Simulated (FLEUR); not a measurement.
Cl:

```
Cl
1.0
     3.14500   -2.25000    0.00000
     3.14500    2.25000    0.00000
     0.00000    0.00000    8.21000
Cl
4
Direct
  0.37000 0.63000 0.40000
  0.13000 0.87000 0.90000
  0.63000 0.37000 0.60000
  0.87000 0.13000 0.10000
```

Base run:

| Item | Value |
| --- | --- |
| Program | FLEUR MaX-R8.1 (later development tree) |
| Functional | PBEsol |
| Potentials or basis | all-electron |
| Basis | FLAPW |
| Kmax | 5.57 1/bohr |
| k mesh | 7 × 7 × 4 |
| Occupations | fermi-dirac, width 0.05 eV |
| Spin | no spin polarisation |

Its results: band gap on the k mesh 2.43 eV, indirect (least direct gap 2.48 eV).

Q: The run is repeated on the same cell with these changes: functional from PBEsol to LDA. What comes out?

A: Band gap on the k mesh 2.33 eV, indirect (least direct gap 2.39 eV).

Not every run made on this cell is shown here.
